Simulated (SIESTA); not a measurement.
Runs of SIESTA 5.4.2 on WC. Symmetry: Fm-3m, No. 225, cubic system. Conventional cell: a = 4.385 Å, b = 4.385 Å, c = 4.385 Å, α = 90.00°, β = 90.00°, γ = 90.00°. Around W (site symmetry m-3m) lie 6 C at 2.19 Å. C (site symmetry m-3m) has 6 W at 2.19 Å as nearest neighbours. Measurements of this composition are mostly on another form, of space group No. 187.

```tsv
task	level	potentials or basis	cell	gap on the mesh (eV)	pressure (GPa)	V0 of scaled cells (Å³/atom)	B0 (GPa)
single point	PBEsol	PseudoDojo 0.4 standard (PBEsol files), DZP (energy shift 0.003 Ry; two zetas on semicore shells)	atoms moved at random, drawn with an rms of 0.05 Å	none	1.3	-	-
equation of state	PBEsol	PseudoDojo 0.4 standard (PBEsol files), DZP (energy shift 0.003 Ry; two zetas on semicore shells)	as given	-	-	10.53	366
band structure	BLYP	PseudoDojo 0.4 standard (PBE files), DZP (energy shift 0.003 Ry; two zetas on semicore shells)	as given	none	(c)	-	-
band structure	AM05	PseudoDojo 0.4 standard (PBEsol files), DZP (energy shift 0.003 Ry; two zetas on semicore shells)	as given	none	-2.5	-	-
band structure	LDA	PseudoDojo 0.4 standard (LDA files), DZP (energy shift 0.003 Ry; two zetas on semicore shells)	as given	none	(a)	-	-
single point	PBEsol	PseudoDojo 0.4 standard (PBEsol files), DZP (energy shift 0.003 Ry; two zetas on semicore shells)	as given	none	-0.5	-	-
equation of state	LDA	PseudoDojo 0.4 standard (LDA files), DZP (energy shift 0.003 Ry; two zetas on semicore shells)	as given	-	-	10.33	377
band structure	vdW-DF-cx	PseudoDojo 0.4 standard (PBE files), DZP (energy shift 0.003 Ry; two zetas on semicore shells)	as given	none	(b)	-	-
```

Alike in all rows: no spin polarisation; k mesh 10 × 10 × 10; smearing fermi-dirac 0.05 eV; grid cutoff 800 Ry; energy shift 0.003 Ry.

Q: Fill in the values left out.

A: (a) -7.4; (b) 1.6; (c) 21.1.

Caveats: short orbitals over semicore shells can move pressures by several GPa; the basis of atomic orbitals isn't converged, which shifts pressures, moduli and gaps; spin-orbit coupling is left out, which moves the levels of the heavy elements (some runs); the potentials were made for another functional, which shifts forces and pressure (some runs).

A k mesh can miss the band edges, and the runs leave out spin-orbit coupling on W.

A gap of «none» marks a metal or a gap under the smearing width.
